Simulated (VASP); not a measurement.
# BaTe (Fm-3m) in VASP: notebook, part 2 of 2

VASP 6.6.1.

## (3) Relaxation of cell and atoms, PBE

This run uses another cell than the first one, of 39.65 Å³/atom, 0.900 times its volume.

The input, INCAR:

```
PREC = Accurate
ENCUT = 600
EDIFF = 1E-7
ISMEAR = 0
SIGMA = 0.02
LREAL = F
LASPH = T
NELM = 100
ALGO = Fast
ISIF = 3
LWAVE = F
LCHARG = F
GGA = PE
IBRION = 2
NSW = 100
EDIFFG = -0.005
```

The input, KPOINTS:

```
regular mesh
0
Gamma
  8 8 8
```

The input, POSCAR:

```
BaTe
1.0
    0.0000000000      3.4100000000      3.4100000000
    3.4100000000      0.0000000000      3.4100000000
    3.4100000000      3.4100000000      0.0000000000
Ba Te
1 1
Direct
    0.0000000000      0.0000000000      0.0000000000
    0.5000000000      0.5000000000      0.5000000000
```

Potentials or basis: VASP PAW PBE potentials, release 64 (Ba_sv, Te).

Started as:

```console
$ cat potpaw_PBE.64/Ba_sv/POTCAR potpaw_PBE.64/Te/POTCAR > POTCAR
$ mpirun -np 1 vasp_std > vasp.out
```

OUTCAR:

```text
PREC = Accurate
   ENCUT = 600
   EDIFF = 1E-7
   ISMEAR = 0
   LREAL = F
   LASPH = T
   NELM = 100
   ISIF = 3
   GGA = PE
   IBRION = 2
   NSW = 100
   EDIFFG = -0.005

 ion  position               nearest neighbor table
   1  0.000  0.000  0.000-   2 3.41   2 3.41   2 3.41   2 3.41   2 3.41   2 3.41
   2  0.500  0.500  0.500-   1 3.41   1 3.41   1 3.41   1 3.41   1 3.41   1 3.41

  LATTYP: Found a face centered cubic cell.
 ALAT       =     6.8200000000

  Lattice vectors:

 A1 = (   0.0000000000,   3.4100000000,   3.4100000000)
 A2 = (   3.4100000000,   0.0000000000,   3.4100000000)
 A3 = (   3.4100000000,   3.4100000000,   0.0000000000)

Analysis of symmetry for initial positions (statically):
=====================================================================
 Subroutine PRICEL returns:
 Original cell was already a primitive cell.

 Routine SETGRP: Setting up the symmetry group for a
 face centered cubic supercell.

 Subroutine GETGRP returns: Found 48 space group operations
 (whereof 48 operations were pure point group operations)
 out of a pool of 48 trial point group operations.

The static configuration has the point symmetry O_h .

Analysis of symmetry for dynamics (positions and initial velocities):
=====================================================================
 Subroutine PRICEL returns:
 Original cell was already a primitive cell.

 Routine SETGRP: Setting up the symmetry group for a
 face centered cubic supercell.

 Subroutine GETGRP returns: Found 48 space group operations
 (whereof 48 operations were pure point group operations)
 out of a pool of 48 trial point group operations.

The dynamic configuration has the point symmetry O_h .

 Subroutine INISYM returns: Found 48 space group operations
 (whereof 48 operations are pure point group operations),
 and found     1 'primitive' translations

----------------------------------------------------------------------------------------

                                     Primitive cell

  volume of cell :      79.3036

  direct lattice vectors                    reciprocal lattice vectors
     0.000000000  3.410000000  3.410000000    -0.146627566  0.146627566  0.146627566
     3.410000000  0.000000000  3.410000000     0.146627566 -0.146627566  0.146627566
     3.410000000  3.410000000  0.000000000     0.146627566  0.146627566 -0.146627566

  length of vectors
     4.822468248  4.822468248  4.822468248     0.253966394  0.253966394  0.253966394

  position of ions in fractional coordinates (direct lattice)
     0.000000000  0.000000000  0.000000000
     0.500000000  0.500000000  0.500000000

  ion indices of the primitive-cell ions
   primitive index   ion index
                 1           1
                 2           2

----------------------------------------------------------------------------------------

 KPOINTS: regular mesh

Automatic generation of k-mesh.
 Grid dimensions read from file:
 generate k-points for:    8    8    8

 Generating k-lattice:

  Cartesian coordinates                     Fractional coordinates (reciprocal lattice)
[... 54 lines left out ...]
   ISPIN  =      1    spin polarized calculation?
   LNONCOLLINEAR =      F non collinear calculations
   LSORBIT =      F    spin-orbit coupling
   LASPH  =      T    aspherical Exc in radial PAW
   ENCUT  =  600.0 eV  44.10 Ry    6.64 a.u.   9.63  9.63  9.63*2*pi/ulx,y,z
   NELM   =    100;   NELMIN=  2; NELMDL= -5     # of ELM steps
   EDIFF  = 0.1E-06   stopping-criterion for ELM
   LREAL  =      F    real-space projection
   EDIFFG = -.5E-02   stopping-criterion for IOM
   NSW    =    100    number of steps for IOM
   IBRION =      2    ionic relax: 0-MD 1-quasi-New 2-CG
   NFREE  =      1    steps in history (QN), initial steepest desc. (CG)
   ISIF   =      3    stress and relaxation
   ISYM   =      2    0-nonsym 1-usesym 2-fastsym
   POTIM  = 0.5000    time-step for ionic-motion
   TEBEG  =    0.0;   TEEND  =   0.0 temperature during run
   PSTRESS=    0.0 pullay stress
   NELECT =      16.0000    total number of electrons
   NUPDOWN=      -1.0000    fix difference up-down
   EMIN   =  10.00;   EMAX   =-10.00  energy-range for DOS
   EFERMI =   0.00;   METHOD = LEGACY
   ISMEAR =     0;   SIGMA  =   0.02  broadening in eV -4-tet -1-fermi 0-gaus
   EFERMI_NEDOS =   21; number of points for ismear=-14 and -15
   IALGO  =     68    algorithm
   IMIX   =      4    mixing-type and parameters
     AMIX     =   0.40;   BMIX     =  1.00
     AMIX_MAG =   1.60;   BMIX_MAG =  1.00
  volume/ion in A,a.u.               =      39.65       267.58
  Fermi-wavevector in a.u.,A,eV,Ry     =   0.960175  1.814468 12.543704  0.921936
  Thomas-Fermi vector in A             =   2.089436
   LORBIT       =      0    0 simple, 1 ext, 2 COOP (PROOUT), +10 PAW based schemes
   GGA     = PE    functional components
   LHFCALC =     F    Hartree Fock is set to
   AEXX    =    0.0000 exact exchange contribution
   IVDW    =     0    specifies the selected vdW correction
   LEPSILON=     F    determine dielectric tensor
   LRPA    =     F    only Hartree local field effects (RPA)
 conjugate gradient relaxation of ions
 non-spin polarized calculation
 RMM-DIIS sequential band-by-band and
 Gauss-broadening in eV      SIGMA  =   0.02
  energy-cutoff  :      600.00
  volume of cell :       79.30
 maximum number of plane-waves:      2685
 NGX is ok and might be reduce to    40
   NGX = 19   NGY = 19   NGZ = 19

--------------------------------------- Ionic step        1  -------------------------------------------

 number of electron      16.0000000 magnetization

 Free energy of the ion-electron system (eV)
  ---------------------------------------------------
  ext. energy  EPLUGINS =         0.00000000
  ---------------------------------------------------
  free energy    TOTEN  =        -8.51313765 eV

  energy without entropy =       -8.51313765  energy(sigma->0) =       -8.51313765

------------------------ aborting loop because EDIFF is reached ----------------------------------------

  FORCE on cell =-STRESS in cart. coord.  units (eV):
  Direction    XX          YY          ZZ          XY          YZ          ZX
  --------------------------------------------------------------------------------------
  -------------------------------------------------------------------------------------
  Total        2.0997743      2.0997743      2.0997743     -0.0000000      0.0000000      0.0000000
  in kB       42.4218943     42.4218943     42.4218943     -0.0000000      0.0000000      0.0000000
  external PRESSURE =      42.4218943 kB  Pullay stress =       0.0000000 kB
[... 131 lines left out ...]
--------------------------------------- Ionic step        5  -------------------------------------------

 number of electron      16.0000000 magnetization

 Free energy of the ion-electron system (eV)
  ---------------------------------------------------
  ext. energy  EPLUGINS =         0.00000000
  ---------------------------------------------------
  free energy    TOTEN  =        -8.62941054 eV

  energy without entropy =       -8.62941054  energy(sigma->0) =       -8.62941054

 E-fermi :   2.1839     XC(G=0):  -8.0945

 val. band max:        2.0420033946   @ k =   0.0000   0.0000   0.0000
 cond. band min:       3.6410106919   @ k =   0.5000   0.5000   0.0000
 fundamental gap:      1.5990072973
 Fermi energy:         2.1839460988

 k-point     1 :       0.0000    0.0000    0.0000
  band No.  band energies     occupation
      1     -25.0787      2.00000
      2     -10.2212      2.00000
      3     -10.2212      2.00000
      4     -10.2212      2.00000
      5      -7.4169      2.00000
      6       2.0420      2.00000
      7       2.0420      2.00000
      8       2.0420      2.00000
      9       4.8073      0.00000
     10       4.9888      0.00000
     11       4.9888      0.00000
     12       4.9888      0.00000
[... 331 lines left out ...]
 k-point    24 :      -0.3750    0.2500    0.1250
  band No.  band energies     occupation
      1     -25.0663      2.00000
      2     -10.4917      2.00000
      3     -10.2894      2.00000
      4     -10.2548      2.00000
      5      -6.9178      2.00000
      6       0.3001      2.00000
      7       1.0560      2.00000
      8       1.0945      2.00000
      9       5.7117      0.00000
     10       5.9729      0.00000
     11       7.1489      0.00000
     12       7.3726      0.00000

 [... further k-points ...]

------------------------ aborting loop because EDIFF is reached ----------------------------------------

  FORCE on cell =-STRESS in cart. coord.  units (eV):
  Direction    XX          YY          ZZ          XY          YZ          ZX
  --------------------------------------------------------------------------------------
  -------------------------------------------------------------------------------------
  Total       -0.0049539     -0.0049539     -0.0049539     -0.0000000     -0.0000000     -0.0000000
  in kB       -0.0891033     -0.0891033     -0.0891033     -0.0000000     -0.0000000     -0.0000000
  external PRESSURE =      -0.0891033 kB  Pullay stress =       0.0000000 kB
[... 17 lines left out ...]
  FREE ENERGIE OF THE ION-ELECTRON SYSTEM (eV)
  ---------------------------------------------------
  free  energy   TOTEN  =        -8.6294105432 eV

  energy  without entropy=       -8.6294105432  energy(sigma->0) =       -8.62941054

 reached required accuracy - stopping structural energy minimisation
```

OSZICAR:

```text
N       E                     dE             d eps       ncg     rms          rms(c)
DAV:   1     0.990964878083E+02    0.99096E+02   -0.70800E+03   696   0.126E+03
DAV:   2    -0.227951649354E+01   -0.10138E+03   -0.94941E+02   908   0.193E+02
DAV:   3    -0.841699896641E+01   -0.61375E+01   -0.60876E+01   896   0.552E+01
[... 74 lines left out ...]
RMM:   3    -0.862940576841E+01    0.28820E-04   -0.12093E-04   700   0.740E-02    0.562E-03
RMM:   4    -0.862940852512E+01   -0.27567E-05   -0.15734E-05   781   0.223E-02    0.717E-03
RMM:   5    -0.862940915601E+01   -0.63089E-06   -0.14396E-06   800   0.771E-03    0.621E-03
RMM:   6    -0.862941052472E+01   -0.13687E-05   -0.73537E-07   739   0.763E-03    0.352E-03
RMM:   7    -0.862941054318E+01   -0.18453E-07   -0.46671E-07   651   0.434E-03
   5 F= -.86294105E+01 E0= -.86294105E+01  d E =-.174468E-04
```

CONTCAR:

```text
BaTe
   1.00000000000000
     0.0000000000000000    3.5446980820120610    3.5446980820120610
     3.5446980820120610    0.0000000000000000    3.5446980820120610
     3.5446980820120610    3.5446980820120610    0.0000000000000000
  Ba              Te
     1     1
Direct
     0.0000000000000000    0.0000000000000000    0.0000000000000000
     0.5000000000000000    0.5000000000000000    0.5000000000000000

  0.00000000E+00  0.00000000E+00  0.00000000E+00
  0.00000000E+00  0.00000000E+00  0.00000000E+00
```

Run time: 6.7 min. Hardware: 1 thread of AMD EPYC 7R43 (Zen 3), shared host; peak memory 0.24 GiB.

What came out:

```
Free energy                            : -8.6294 eV
Relaxed volume                         : 44.54 Å³/atom
Relaxed cell                           : a = 5.013 Å, b = 5.013 Å, c = 5.013 Å, α = 60.00°, β = 60.00°, γ = 60.00°
Space group after relaxing (to 0.05 Å) : Fm-3m (No. 225)
Energy gained by relaxing              : 58.1 meV/atom
Ionic steps                            : 5
Pressure after relaxing                : 0.0 GPa
Band gap on the k mesh                 : 1.60 eV, indirect (least direct gap 1.98 eV)
```

Step by step:
| step | energy change (eV) | largest force (eV/Å) | pressure (GPa) | volume (Å³) |
| --- | --- | --- | --- | --- |
| 1 | 0.0000 | 0.0000 | 4.24 | 79.30 |
| 2 | -0.1083 | 0.0000 | -0.86 | 91.97 |
| 3 | -0.1163 | 0.0000 | 0.03 | 88.99 |
| 4 | -0.1163 | 0.0000 | -0.03 | 89.19 |
| 5 | -0.1163 | 0.0000 | -0.01 | 89.08 |

Final structure:
```xyz
2
Lattice="0.0000 3.5447 3.5447 3.5447 0.0000 3.5447 3.5447 3.5447 0.0000" Properties=species:S:1:pos:R:3 pbc="T T T"
Ba    0.0000    0.0000    0.0000
Te    3.5447    3.5447    3.5447
```

Caveat: spin-orbit coupling is left out, which moves the levels of the heavy elements; the volume moved by +12 % from the deposited cell, more than functionals usually miss. PBE usually gives volumes a little too large and moduli too small.

## (4) Single point, PBE

The input, INCAR:

```
ALGO = Normal ; EDIFF = 1E-6
ENCUT = 520 ; GGA = PE
ISIF = 2 ; ISMEAR = 0
LASPH = T ; LCHARG = T
LELF = T ; LREAL = F
LVHAR = T ; LWAVE = F
NBANDS = 15 ; NELM = 100
PREC = Accurate ; SIGMA = 0.02
```

The input, KPOINTS:

```
k-points
0
Gamma
  8 8 8
```

The input, POSCAR:

```
BaTe
1.0
    0.0000000000      3.5322558740      3.5322558740
    3.5322558740      0.0000000000      3.5322558740
    3.5322558740      3.5322558740      0.0000000000
Ba Te
1 1
Direct
    0.0000000000      0.0000000000      0.0000000000
    0.5000000000      0.5000000000      0.5000000000
```

Started as:

```console
$ cat potpaw_PBE.64/Ba_sv/POTCAR potpaw_PBE.64/Te/POTCAR > POTCAR
$ mpirun -np 1 vasp_std > vasp.out
```

Run time: 67 s. Hardware: 1 thread of AMD EPYC 7R43 (Zen 3), shared host; peak memory 0.22 GiB.

The run converged. Its results:

- Free energy: -8.6286 eV
- Pressure: 0.3 GPa
- Band gap on the k mesh: 1.58 eV, indirect (least direct gap 1.96 eV)

Levels at points of the mesh, in eV from the valence-band top:
| k point | band 4 | band 5 | band 6 | band 7 | band 8 | band 9 | band 10 | band 11 | band 12 | band 13 |
| --- | --- | --- | --- | --- | --- | --- | --- | --- | --- | --- |
| (0.00, 0.00, 0.00) | -12.24 | -9.48 | 0.00 | 0.00 | 0.00 | 2.80 | 2.94 | 2.94 | 2.94 | 3.53 |
| (0.50, 0.00, 0.00) | -12.25 | -8.82 | -2.16 | -1.07 | -1.07 | 4.15 | 4.69 | 4.83 | 4.83 | 6.89 |
| (0.50, 0.50, 0.00) | -12.31 | -9.28 | -1.12 | -0.38 | -0.38 | 1.58 | 4.38 | 4.53 | 5.47 | 5.65 |

Caveat: spin-orbit coupling is left out, which moves the levels of the heavy elements.

## (5) Relaxation of cell and atoms, PBE

The input, INCAR:

```
ALGO = Normal
EDIFF = 1E-6
EDIFFG = -0.005
ENCUT = 600
GGA = PE
IBRION = 2
ISIF = 3
ISMEAR = 0
LASPH = T
LCHARG = F
LREAL = F
LWAVE = F
NELM = 100
NSW = 100
PREC = Accurate
SIGMA = 0.02
```

KPOINTS is that of step 4.

POSCAR is that of step 4.

Potentials or basis: VASP PAW PBE potentials, release 64 (Ba_sv, Te).

Started as:

```console
$ cat potpaw_PBE.64/Ba_sv/POTCAR potpaw_PBE.64/Te/POTCAR > POTCAR
$ mpirun -np 1 vasp_std > vasp.out
```

OUTCAR:

```text
EDIFF = 1E-6
   EDIFFG = -0.005
   ENCUT = 600
   GGA = PE
   IBRION = 2
   ISIF = 3
   ISMEAR = 0
   LASPH = T
   LREAL = F
   NELM = 100
   NSW = 100
   PREC = Accurate

 ion  position               nearest neighbor table
   1  0.000  0.000  0.000-   2 3.53   2 3.53   2 3.53   2 3.53   2 3.53   2 3.53
   2  0.500  0.500  0.500-   1 3.53   1 3.53   1 3.53   1 3.53   1 3.53   1 3.53

  LATTYP: Found a face centered cubic cell.
 ALAT       =     7.0645117480

  Lattice vectors:

 A1 = (   0.0000000000,   3.5322558740,   3.5322558740)
 A2 = (   3.5322558740,   0.0000000000,   3.5322558740)
 A3 = (   3.5322558740,   3.5322558740,   0.0000000000)

Analysis of symmetry for initial positions (statically):
=====================================================================
 Subroutine PRICEL returns:
 Original cell was already a primitive cell.

[... 269 lines left out ...]
      7       2.0442      2.00000
      8       2.0442      2.00000
      9       4.8113      0.00000
     10       4.9908      0.00000
     11       4.9908      0.00000
     12       4.9908      0.00000
[... 331 lines left out ...]
 k-point    24 :      -0.3750    0.2500    0.1250
  band No.  band energies     occupation
      1     -25.0630      2.00000
      2     -10.4895      2.00000
      3     -10.2869      2.00000
      4     -10.2522      2.00000
      5      -6.9157      2.00000
      6       0.3017      2.00000
      7       1.0577      2.00000
      8       1.0962      2.00000
      9       5.7141      0.00000
     10       5.9754      0.00000
     11       7.1520      0.00000
     12       7.3762      0.00000

 [... further k-points ...]

------------------------ aborting loop because EDIFF is reached ----------------------------------------

  FORCE on cell =-STRESS in cart. coord.  units (eV):
  Direction    XX          YY          ZZ          XY          YZ          ZX
  --------------------------------------------------------------------------------------
  -------------------------------------------------------------------------------------
  Total        0.0031037      0.0031037      0.0031037      0.0000000     -0.0000000     -0.0000000
  in kB        0.0558454      0.0558454      0.0558454      0.0000000     -0.0000000     -0.0000000
  external PRESSURE =       0.0558454 kB  Pullay stress =       0.0000000 kB
[... 17 lines left out ...]
  FREE ENERGIE OF THE ION-ELECTRON SYSTEM (eV)
  ---------------------------------------------------
  free  energy   TOTEN  =        -8.6297921164 eV

  energy  without entropy=       -8.6297921164  energy(sigma->0) =       -8.62979212

 reached required accuracy - stopping structural energy minimisation
```

Wall time 98 s (1 thread of AMD EPYC 7R43 (Zen 3), shared host); peak memory 0.22 GiB.

What came out:

```yaml
Free_energy: -8.6298 eV
Relaxed_volume: 44.52 Å³/atom
Relaxed_cell: a = 5.012 Å, b = 5.012 Å, c = 5.012 Å, α = 60.00°, β = 60.00°, γ = 60.00°
Space_group_after_relaxing_to_0.05_Å: Fm-3m (No. 225)
Energy_gained_by_relaxing: 0.4 meV/atom
Ionic_steps: 3
Pressure_after_relaxing: 0.0 GPa
Band_gap_on_the_k_mesh: 1.60 eV, indirect (least direct gap 1.98 eV)
```

Step by step:
```tsv
step	energy change (eV)	largest force (eV/Å)	pressure (GPa)	volume (Å³)
1	0.0000	0.0000	0.30	88.14
2	-0.0008	0.0000	-0.06	89.21
3	-0.0008	0.0000	0.01	89.04
```

Final structure:
```
CELL_PARAMETERS angstrom
0.00000 3.54426 3.54426
3.54426 0.00000 3.54426
3.54426 3.54426 0.00000
ATOMIC_POSITIONS crystal
Ba 0.00000 0.00000 0.00000
Te 0.50000 0.50000 0.50000
```

Caveat: spin-orbit coupling is left out, which moves the levels of the heavy elements. As with any semilocal functional, this PBE gap is likely too small.
